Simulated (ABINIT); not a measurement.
Here is an ABINIT 10.8.3 (patched build) calculation.

The input run.abi:

```
# Datasets: one volume each
ndtset 7
getwfk -1
scalecart1 3*0.9795861087
scalecart2 3*0.9864848297
scalecart3 3*0.9932883884
scalecart4 3*1.0000000000
scalecart5 3*1.0066227096
scalecart6 3*1.0131594038
scalecart7 3*1.0196128224

# Pseudopotentials
pp_dirpath "./"
pseudos "As.LDA_PW-JTH.xml, B.LDA_PW-JTH.xml"

# Structure
acell 3.3778490937 3.3778490937 3.3778490937 Angstrom
rprim
     0.0000000000     0.7071067812     0.7071067812
     0.7071067812     0.0000000000     0.7071067812
     0.7071067812     0.7071067812     0.0000000000
ntypat 2
znucl 33 5
natom 2
typat 1 2
xred
     0.7500000000     0.7500000000     0.7500000000
     0.0000000000     0.0000000000     0.0000000000

# Plane-wave basis
ecut 15.0
pawecutdg 30.0

# k points
kptopt 1
ngkpt 10 10 10
nshiftk 1
shiftk 0.0 0.0 0.0

# Exchange and correlation
ixc 7

# Bands and occupations
nband 13
occopt 3
tsmear 0.05 eV

# SCF cycle
nstep 100
tolvrs 1.0e-9

# Output
iomode 3
prtwf 1
prtden 0
prteig 0
prtebands 0
```

Potentials or basis: JTH PAW LDA v2.0.

The run is started by

```sh
$ abinit run.abi > log 2>&1
```

(1) Predict the bulk modulus.

(2) Predict the equilibrium volume.

(3) What does it give for the pressure derivative of the bulk modulus?

Answers

(1) 147 GPa.

(2) 13.24 Å³/atom.

(3) 4.1.

Caveat: pressures at fixed basis lie under the slope of the energies.

**Experimental background.**

From “Basic Physical Properties of Cubic Boron Arsenide”, 2019, arxiv:1911.11281, for a bulk crystal of BAs: bulk modulus 148 GPa.

Against the measured bulk modulus of BAs, 148 GPa (quoted in “Basic Physical Properties of Cubic Boron Arsenide”, 2019, arxiv:1911.11281), the calculated 147 GPa is off by -0.5 %. The fit is for a static lattice scaled at fixed shape and fixed fractional positions.
